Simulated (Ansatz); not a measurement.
## Pb: equation of state with PBEsol

Crystal: Pb.

```
Pb
1.0
    -1.97966    1.97966    1.97966
     1.97966   -1.97966    1.97966
     1.97966    1.97966   -1.97966
Pb
1
Cartesian
  0.0000 0.0000 0.0000
```

This isn't the form of Pb at room conditions, which is fcc.

```
Program             : Ansatz 0.2.0
Task                : equation of state
Functional          : PBEsol
Potentials or basis : all-electron LAPW, scalar-relativistic
Basis error allowed : 0.001 eV/atom
k mesh              : 9 × 9 × 9
Occupations         : fermi-dirac, width 0.05 eV
Spin                : no spin polarisation
```

```yaml
Equilibrium_volume: 29.65 Å³/atom
Bulk_modulus: 49 GPa
Pressure_derivative_of_the_bulk_modulus: 5.8
```

Energy against volume, from the lowest point:
| volume (Å³/atom) | energy (meV/atom) |
| --- | --- |
| 29.172 | 1.13 |
| 29.792 | 0.00 |
| 30.413 | 2.69 |
| 31.034 | 8.73 |
| 31.654 | 17.68 |
| 32.275 | 29.11 |
| 32.896 | 42.68 |

All runs of the series together: 21 s on 1 thread of Arm Neoverse V2, on a shared host.

The run has no spin-orbit coupling, so splittings on Pb are missing.
